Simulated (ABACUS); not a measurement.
# LiF (Griceite) (Fm-3m) in ABACUS: settings compared, part 2 of 2

ABACUS 3.10.1.

## (4) Single point, revTPSS

The input, INPUT:

```
INPUT_PARAMETERS
suffix              LiF
calculation         scf
basis_type          pw
pseudo_dir          ./
symmetry            1
dft_functional      MGGA_X_REVTPSS+MGGA_C_REVTPSS
ecutwfc             97
pseudo_rcut         10
nspin               1
nbands              15
ks_solver           dav
smearing_method     fd
smearing_sigma      0.00367493
scf_thr             1e-08
scf_nmax            100
mixing_type         broyden
mixing_beta         0.7
cal_force           1
cal_stress          1
mixing_tau          1
out_chg             1
out_pot             2
out_elf             1
```

The input, STRU:

```
ATOMIC_SPECIES
F 18.9984 F_ONCV_PBE-1.2.upf
Li 6.9400 Li_ONCV_PBE-1.2.upf

LATTICE_CONSTANT
1.8897261246

LATTICE_VECTORS
0.0000000000 2.0140000000 2.0140000000
2.0140000000 0.0000000000 2.0140000000
2.0140000000 2.0140000000 0.0000000000

ATOMIC_POSITIONS
Cartesian

F
0.0
1
2.0140000000 2.0140000000 2.0140000000 1 1 1

Li
0.0
1
0.0000000000 0.0000000000 0.0000000000 1 1 1
```

The input, KPT:

```
K_POINTS
0
Gamma
7 7 7 0 0 0
```

Potentials or basis: SG15 ONCV 1.2 PBE, plane waves.

Command:

```bash
OMP_NUM_THREADS=1 mpirun -np 4 abacus > log
```

running log:

```text
ABACUS v3.10.1

               Atomic-orbital Based Ab-initio Computation at UStc

 ------------------------------------------------------------------------------------

 READING GENERAL INFORMATION
                           global_out_dir = OUT.LiF/
                           global_in_card = INPUT
                               pseudo_dir = ./
                              orbital_dir =
                                    DSIZE = 4
                                    GSIZE = 1

 READING UNITCELL INFORMATION
                                    ntype = 2
                  lattice constant (Bohr) = 1.88973
              lattice constant (Angstrom) = 1

 READING ATOM TYPE 1
                               atom label = F
                      L=0, number of zeta = 1
                      L=1, number of zeta = 1
                      L=2, number of zeta = 1
             number of atom for this type = 1

 READING ATOM TYPE 2
                               atom label = Li
                      L=0, number of zeta = 1
                      L=1, number of zeta = 1
                      L=2, number of zeta = 1
             number of atom for this type = 1

                        TOTAL ATOM NUMBER = 2
CARTESIAN COORDINATES ( UNIT =       1.889726124600 Bohr ).
    atom                   x                   y                   z     mag                  vx                  vy                  vz
tauc_F1            2.0140000000        2.0140000000        2.0140000000  0.0000        0.0000000000        0.0000000000        0.0000000000
tauc_Li1            0.0000000000        0.0000000000        0.0000000000  0.0000        0.0000000000        0.0000000000        0.0000000000

                          Volume (Bohr^3) = 110.257
                             Volume (A^3) = 16.3383

 Lattice vectors: (Cartesian coordinate: in unit of a_0)
                   +0              +2.014              +2.014
               +2.014                  +0              +2.014
               +2.014              +2.014                  +0
 Reciprocal vectors: (Cartesian coordinate: in unit of 2 pi/a_0)
[... 209 lines left out ...]
     Energy           Rydberg                 eV
----------------------------------------------------------
 E_KohnSham     -62.1917945599       -846.1627748598
 E_Harris       -60.3313312810       -820.8498733475
 E_Fermi        0.3074850433         4.1835486391
----------------------------------------------------------
[... 99 lines left out ...]
 Density error is 2.09833260663e-10
                          Error Threshold = 1.28237165481e-09
----------------------------------------------------------
     Energy           Rydberg                 eV
----------------------------------------------------------
 E_KohnSham     -62.3022331730       -847.6653692779
 E_KS(sigma->0) -62.3022331730       -847.6653692779
 E_Harris       -62.3022689025       -847.6658554018
 E_band         -9.0785313016        -123.5197551734
 E_one_elec     -25.0030464503       -340.1838990829
 E_Hartree      16.3574183330        222.5540938987
 E_xc           -12.7083283922       -172.9056781896
 E_Ewald        -40.9482766635       -557.1298859041
 E_entropy(-TS) -0.0000000000        -0.0000000000
 E_descf        0.0000000000         0.0000000000
 E_exx          0.0000000000         0.0000000000
 E_Fermi        0.1736724306         2.3629346423
----------------------------------------------------------

 charge density convergence is achieved
 final etot is -847.66536928 eV
 EFERMI = 2.3629346423 eV
The vacuum level is 4.1852353597 eV

 STATE ENERGY(eV) AND OCCUPATIONS    NSPIN == 1
 1/20 kpoint (Cartesian) = 0.0000 0.0000 0.0000 (454 pws)
       1       -41.1254     0.00583090
       2       -19.7548     0.00583090
       3       0.714248     0.00583090
       4       0.714248     0.00583090
       5       0.714248     0.00583090
       6        10.0405    1.19997e-69
       7        25.5414        0.00000
       8        25.5414        0.00000
       9        25.5414        0.00000
      10        25.8150        0.00000
      11        25.8150        0.00000
      12        25.8150        0.00000
      13        27.9696        0.00000
      14        33.0292        0.00000
      15        33.0292        0.00000
[... 71 lines left out ...]
       2       -19.4905       0.139942
       3      -0.690295       0.139942
       4       0.355867       0.139942
       5       0.377371       0.139942
       6        11.9515    7.26222e-85
       7        19.0302        0.00000
       8        21.6788        0.00000
       9        22.0328        0.00000
      10        24.6345        0.00000
      11        31.8174        0.00000
      12        31.9231        0.00000
      13        36.5972        0.00000
      14        36.9396        0.00000
      15        38.9725        0.00000

[... levels at 14 further k points ...]

------------------------------------------------------------------------------------------
 TOTAL-FORCE (eV/Angstrom)
------------------------------------------------------------------------------------------
                        F1         0.0000000000         0.0000000000         0.0000000000
                       Li1         0.0000000000         0.0000000000         0.0000000000
------------------------------------------------------------------------------------------

----------------------------------------------------------------
 TOTAL-STRESS (KBAR)
----------------------------------------------------------------
       -17.6345868814        -0.0000000000         0.0000000000
        -0.0000000000       -17.6345868814         0.0000000000
         0.0000000000         0.0000000000       -17.6345868814
----------------------------------------------------------------
 TOTAL-PRESSURE: -17.634587 KBAR

 --------------------------------------------
 !FINAL_ETOT_IS -847.6653692778668301 eV
 --------------------------------------------
```

Wall time 14 s (4 MPI ranks of Intel Xeon Platinum 8488C (Sapphire Rapids), shared host); peak memory 0.2 GiB.

What came out:

```yaml
Free_energy: -847.6654 eV
Pressure: -1.8 GPa
Band_gap_on_the_k_mesh: 9.33 eV, direct
```

Caveat: the potentials were made for another functional, which shifts forces and pressure.

## (5) The runs side by side

```tsv
task	level	potentials or basis	cell	k mesh	cutoff (eV)	max steps of the relaxation	force threshold	optimiser	stress threshold	gap on the mesh (eV)	pressure (GPa)
single point	rPW86PBE	SPMS ONCV 1.0 PBE, plane waves	as given	9 × 9 × 9	1143	-	-	-	-	9.13	2.3
relaxation of cell and atoms	rPW86PBE	SPMS ONCV 1.0 PBE, plane waves	relaxed	9 × 9 × 9	1143	60	0.005 eV/Å	cg	0.2 kbar	8.84	0.0
single point	revTPSS	SG15 ONCV 1.2 PBE, plane waves	as given	7 × 7 × 7	1320	-	-	-	-	9.33	-1.8
```

Alike in all rows: no spin polarisation; smearing fermi-dirac 0.05 eV.

Caveats: the potentials were made for another functional, which shifts forces and pressure; an odd mesh through Γ misses points on the zone boundary, where band edges often lie (some runs).

Total energies depend on the potentials used, so only differences within one code and one set of settings carry meaning.
